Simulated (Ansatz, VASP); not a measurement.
One cell, several codes and potentials: TePb

System: PbTe (rock salt type, first atom moved by 0.06 Å along [111]), 2 atoms in the cell.

```
Pb Te
1.0
     0.00000    3.28500    3.28500
     3.28500    0.00000    3.28500
     3.28500    3.28500    0.00000
Pb Te
1 1
Cartesian
  0.0346 0.0346 0.0346
  3.2850 3.2850 3.2850
```

All runs use HSE06; k-mesh 4×4×4 Γ-centred; Fermi–Dirac smearing of 0.05 eV; no spin polarisation; no spin–orbit coupling. Exact exchange at q = 0 is regularized (HFRCUT = 0 in VASP). VASP pressures are printed at a fixed basis; Ansatz's pressures include its basis correction. The all-electron reference is a plane-wave run on PAW datasets generated for this crystal and functional, not LAPW.

| run | pressure (GPa) | Fx on Pb1 (eV/Å) |
| --- | --- | --- |
| VASP, Pb_d/Te, 309 eV | -1.38 | 0.024 |
| Ansatz PAW soft set 1, 420 eV | -0.91 | 0.023 |
| Ansatz with JTH PAW, 1800 eV | -0.93 | 0.025 |
| Ansatz hand-made PAW, 640 eV | -0.88 | 0.023 |
| Ansatz PAW hard set, 700 eV | -0.90 | 0.023 |

(1) What does the all-electron calculation give for these quantities?

Answers

(1) Ansatz all-electron PAW datasets made for this crystal, inner shells by Dirac's equation, 290 eV: pressure -0.88 GPa, Fx on Pb1 0.023 eV/Å. All forces:

| atom | Fx (eV/Å) | Fy (eV/Å) | Fz (eV/Å) |
| --- | --- | --- | --- |
| Pb1 | 0.023 | 0.023 | 0.023 |
| Te2 | -0.023 | -0.023 | -0.023 |

Where the force pushes the moved atom further off its site, the soft mode may be real or faked by the k-mesh. The k-mesh is modest, so these values aren't fully converged in k. Spin–orbit coupling is left out, which matters for 6p elements such as Tl, Pb and Bi. Potentials made with PBE were used with another functional (at least in: VASP, Pb_d/Te, 309 eV; Ansatz with JTH PAW, 1800 eV; Ansatz PAW hard set, 700 eV).
